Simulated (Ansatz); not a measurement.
# KCl under compression and expansion

```cif
data_structure
_symmetry_space_group_name_H-M 'Fm-3m'
_symmetry_Int_Tables_number 225
_cell_length_a 6.3122
_cell_length_b 6.3122
_cell_length_c 6.3122
_cell_angle_alpha 90.000
_cell_angle_beta 90.000
_cell_angle_gamma 90.000
_cell_volume 251.50
loop_
_atom_site_label
_atom_site_type_symbol
_atom_site_symmetry_multiplicity
_atom_site_Wyckoff_symbol
_atom_site_fract_x
_atom_site_fract_y
_atom_site_fract_z
_atom_site_occupancy
K1 K 4 a 0.00000 0.00000 0.00000 1
Cl1 Cl 4 b 0.50000 0.00000 0.00000 1
```

The runs use the primitive cell with vectors (0.000, 3.156, 3.156), (3.156, 0.000, 3.156), (3.156, 3.156, 0.000) Å, to which the k mesh refers.

Structure: COD 9003114, as refined from experiment and not relaxed.

Levels of theory: DFT, LDA, all-electron LAPW, scalar-relativistic (Ansatz 0.2.0); DFT, LDA, PAW with Ansatz's default frozen-core files, scalar-relativistic (Ansatz 0.2.0).

For LAPW: a Γ-centred 7×7×7 k mesh, Fermi–Dirac smearing of 0.03 eV, basis error target 1 meV/atom, no spin polarisation. PAW takes a cutoff of 420 eV at this cell (files made with PBE, cores remade for this functional). The Ansatz runs share mesh, smearing and spin set-up. Plane-wave (PAW) pressures include the program's estimate of the Pulay term.

The cell above is scaled evenly, with fractional coordinates and shape held.

| V/V(cell) | V (Å³/atom) | P, LAPW (GPa) | P, PAW (GPa) | gap on the k mesh, LAPW (eV) | free energy over the lowest listed, PAW (meV/atom) |
| --- | --- | --- | --- | --- | --- |
| 0.9400 | 29.552 | -1.11 | -1.12 | 4.92 | 0.0 |
| 0.9600 | 30.180 | -1.48 | -1.48 | 4.85 | 5.1 |
| 0.9800 | 30.809 | -1.80 | -1.80 | 4.78 | 11.6 |
| 0.9900 | 31.123 | -1.94 | -1.95 | 4.75 | 15.3 |
| 1.0000 | 31.438 | -2.08 | -2.08 | 4.71 | 19.2 |
| 1.0100 | 31.752 | -2.21 | -2.21 | 4.68 | 23.4 |
| 1.0200 | 32.067 | ? | ? | ? | ? |
| 1.0400 | 32.695 | -2.53 | -2.54 | 4.59 | 37.4 |
| 1.0600 | 33.324 | -2.72 | -2.72 | 4.53 | 47.7 |

(1) Fill in the row V/V(cell) = 1.0200.

## Answers

(1) P, LAPW (GPa) = -2.32, P, PAW (GPa) = -2.33, gap on the k mesh, LAPW (eV) = 4.65, free energy over the lowest listed, PAW (meV/atom) = 27.9.
